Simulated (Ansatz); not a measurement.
Infrared modes and screening in BP (zincblende)

What experiment reports for this phase, and the runs try to reproduce:
- Raman mode: 794 cm⁻¹ (TO at Gamma (T2), ambient spectrum; 300 K; Raman scattering, 514.5 nm, backscattering; very weak band; the pressure fit in the same paper quotes about 797 cm-1; “Boron phosphide under pressure: in situ study by Raman scattering and X-ray diffraction”, 2015, arxiv:1505.05714)

Perturbation theory with PBEsol in the plane-wave code Ansatz on the PBEsol cell, ground state and force constants on an 8×8×8 mesh. The values are computed, spin-unpolarised.

The symmetry is F-43m (No. 216, cubic); conventional cell a = 4.520 Å, 11.54 Å³ an atom. B is surrounded by 4 P at 1.96 Å; P is surrounded by 4 B at 1.96 Å.

```yaml
crystal:
  lattice:
    - [0.00000, 2.26010, 2.26010]
    - [2.26010, 0.00000, 2.26010]
    - [2.26010, 2.26010, 0.00000]
  atoms:
    - { symbol: B, position: [0.00000, 0.00000, 0.00000] }
    - { symbol: P, position: [0.25000, 0.25000, 0.25000] }
```

Optical modes without the longitudinal term:
```
ω (cm⁻¹)  degeneracy  IR intensity, summed over the level ((D/Å)²/amu)
     811           3                                              2.73
```

The optical mode at Γ lies at 811 cm⁻¹ without the longitudinal term. With the long-range field the highest mode reaches 817 cm⁻¹. By the program's warning the force constants, and with them frequencies and ε⁰, aren't converged on this mesh.

The electronic dielectric tensor ε∞ is 9.30 in all directions. With the ions relaxed, ε⁰ is 9.4 in all directions. Born charges, averaged over directions: B -0.56, P +0.56 e.

With one polar mode in a cubic crystal the Lyddane-Sachs-Teller relation applies: (ω_LO/ω_TO)² = (816.9/811.4)² = 1.014, and ε⁰/ε∞ = 9.430/9.303 = 1.014. The refractive index √ε∞ is 3.05.

For comparison, on the r2SCAN cell the mean ε∞ is 8.74 with r2SCAN (ground state on 8×8×8; least gap 1.41 eV), 9.15 with PBE (ground state on 8×8×8; least gap 1.24 eV).

Set against measured values:
- Raman mode at 794 cm⁻¹ (TO at Gamma (T2), ambient spectrum): the nearest PBEsol mode at Γ lies at 811 cm⁻¹ (+2.2 %).
Reports marked as nanostructured, strained, doped, implanted or mixed samples, and transport gaps, were set aside. Modes are paired by degeneracy and infrared activity, where the label gives them, and frequency; they are harmonic.
